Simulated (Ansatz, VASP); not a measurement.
**Zn in VASP and in Ansatz**

```
CELL_PARAMETERS angstrom
-1.63201 1.63201 1.63201
1.63201 -1.63201 1.63201
1.63201 1.63201 -1.63201
ATOMIC_POSITIONS crystal
Zn 0.00000 0.00000 0.00000
```

Alike in both runs: functional BLYP; k mesh 14 × 14 × 14; occupations fermi-dirac, width 0.1 eV; no spin polarisation.

Ansatz relaxed the structure, and its values are those at the end. VASP's run is a single point on that final structure, the one shown.

|  | VASP | Ansatz |
| --- | --- | --- |
| version | VASP 6.6.1 | Ansatz 0.2.0 |
| potentials or method | VASP PAW PBE potentials, release 64 (Zn) | plane waves (420 eV) with PAW, scalar-relativistic |
| plane-wave cutoff (eV) | 520 | 420 |
| valence electrons in the cell | 12 | 12 |

|  | VASP | Ansatz | Ansatz less VASP |
| --- | --- | --- | --- |
| pressure (GPa) | 0.1 | 0.0 | -0.12 |

The functional is the same, so the differences come from potentials, cutoffs and numerics.

Caveats: the PAW data sets were made with another functional, which shifts forces and pressure a little (VASP).
